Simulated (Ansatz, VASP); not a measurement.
# One calculation of BeS, two programs

File INCAR:

```
PREC = Accurate
ENCUT = 520
EDIFF = 1E-6
ISMEAR = 0
SIGMA = 0.05
LREAL = False
LASPH = True
NELM = 80
ALGO = Normal
ISIF = 2
LWAVE = False
LCHARG = False
GGA = PE
NBANDS = 11
```

File KPOINTS:

```
regular mesh
0
Gamma
  8 8 8
```

The input POSCAR:

```
BeS
1.0
    0.0000000000      2.3886250000      2.4613750000
    2.3886250000      0.0000000000      2.4613750000
    2.3886250000      2.3886250000      0.0000000000
Be S
1 1
Direct
    0.0000000000      0.0000000000      0.0000000000
    0.7500000000      0.7500000000      0.7500000000
```

Input for Ansatz:

```yaml
crystal:
  lattice:
    - [0.0, 2.388625, 2.461375]
    - [2.388625, 0.0, 2.461375]
    - [2.388625, 2.388625, 0.0]
  atoms:
    - { symbol: Be, position: [0.0, 0.0, 0.0] }
    - { symbol: S, position: [0.75, 0.75, 0.75] }
basis:
  ecutwfc: 420
kpoints:
  mp_grid: { grid: [8, 8, 8] }
hamiltonian:
  xc: pbe
scf:
  occupations: { method: gaussian, width: 0.05 }
output:
  forces: true
  stress: true
  eigenvalues: true
```

Change from the starting cell: strain -0.015 along x and y, +0.015 along z, atoms carried along.

Alike in both runs: task single point; functional PBE; k mesh 8 × 8 × 8; occupations gaussian, width 0.05 eV; no spin polarisation.

|  | VASP | Ansatz |
| --- | --- | --- |
| version | VASP 6.6.1 | Ansatz 0.2.0 |
| potentials or method | VASP PAW PBE potentials, release 64 (Be, S) | scalar-relativistic, plane waves, PAW |
| plane-wave cutoff (eV) | 520 | 420 |
| valence electrons in the cell | 8 | 8 |

|  | VASP | Ansatz | Ansatz less VASP |
| --- | --- | --- | --- |
| gap on the k mesh at the Fermi level (eV) | 2.94 | 2.94 | -0.001 |
| least direct gap on the mesh (eV) | 5.60 | 5.58 | -0.019 |
| pressure (GPa) | 3.1 | 3.1 | -0.01 |
| largest component of the traceless stress (GPa) | 2.07 | 2.08 | +0.008 |

A k mesh can miss the band edges.
